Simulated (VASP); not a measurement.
A run of VASP 6.6.1 is set up as follows.

Contents of INCAR:

```
SYSTEM = O
ALGO = Normal
EDIFF = 1E-6
ENCUT = 400
GGA = PE
ISIF = 2
ISMEAR = 0
ISPIN = 2
ISYM = 0
IVDW = 13
LASPH = .TRUE.
LCHARG = .FALSE.
LORBIT = 11
LREAL = .FALSE.
LWAVE = .FALSE.
MAGMOM = 1.1 1.1
NBANDS = 17
NELM = 60
NUPDOWN = 2
PREC = Accurate
SIGMA = 0.01
```

File KPOINTS:

```
k-points
0
G
  1 1 1
  0 0 0
```

Contents of POSCAR:

```
O                                       
1.0
   11.6260970939      0.0000000000      0.0000000000
    0.0000000000     12.1260970939      0.0000000000
    0.0000000000      0.0000000000     12.6260970939
  O             
     2
Selective dynamics
Direct
     0.5484297130999991    0.5219067479999993    0.5038687910999968   F   F   F
     0.4495703837437242    0.4856070573261271    0.4959722951594220   T   T   T
```

Potentials or basis: VASP PAW PBE potentials, release 64 (O).

Run with:

```console
$ cat potpaw_PBE.64/O/POTCAR > POTCAR
$ mpirun -np 4 vasp_gam > vasp.out
```

Problem. Estimate the dispersion energy per atom.

Solution. -0.004 eV.

Problem. Estimate the largest force.

Solution. 0.020 eV/Å.

Forces in eV/Å, atoms in the order of the input:
```
O   -0.018 -0.008 -0.002
O    0.018  0.008  0.002
```

Caveat: the standard files for N, O and F lose accuracy on very short bonds; the total moment is fixed, so each spin has its own Fermi level.
